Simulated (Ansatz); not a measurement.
# AlAs, space group F-43m: a phonon calculation by linear response

With Ansatz's Python interface.

The script reads `alas.vasp`:
```text
AlAs
1.0
   0.00000000    2.83040000    2.83040000
   2.83040000    0.00000000    2.83040000
   2.83040000    2.83040000    0.00000000
Al As
1 1
Direct
   0.00000000    0.00000000    0.00000000
   0.25000000    0.25000000    0.25000000
```

Typed at the interpreter:
```pycon
>>> from pathlib import Path
>>> import ansatz as az
>>> from ase.io import read
>>> import numpy as np
>>> atoms = read("alas.vasp", format="vasp")
>>> xtal = az.Crystal.from_ase(atoms)
>>> xtal.resolved().tree()["lattice"]
((0.0, 2.8304, 2.8304), (2.8304, 0.0, 2.8304), (2.8304, 2.8304, 0.0))
>>> model = (
...     xtal.calculation()
...     .basis(550)  # cutoff of the orbital basis
...     .functional("pbe")
...     .occupations(az.OccupationsMethod.FIXED)
...     .pseudopotentials("paw")
...     .kpoints(6, 6, 6)  # the mesh must be finer for metals
...     .phonons("dfpt")
... )
>>> out = model.run(threads=1, runs_dir="runs")

>>> ph = out.phonons
>>> print("Gamma modes (1/cm):", " ".join(f"{w:.1f}" for w in ph.gamma_omega_inv_cm))
Gamma modes (1/cm): 0.0 0.0 0.0 360.0 360.0 360.0
>>> print("in meV:", " ".join(f"{w * 0.1239842:.2f}" for w in ph.gamma_omega_inv_cm))
in meV: 0.00 0.00 0.00 44.64 44.64 44.64
```

Notes:
- The cell isn't relaxed first, so the values belong to this volume.
- No non-analytic term is added, so at the zone centre the longitudinal optical modes of a polar crystal aren't split off.
- The starting cell is as deposited in a crystallographic database; the results hold for this polymorph, which needn't be the stable one.
- The structure is taken as given; imaginary modes can come from an unrelaxed or unstable start.
- Run time: 16 s on 1 thread of Arm Neoverse N1, with other jobs on the host, peak memory 0.54 GiB.

(Lines on the test bed's own set-up are left out of the output.)
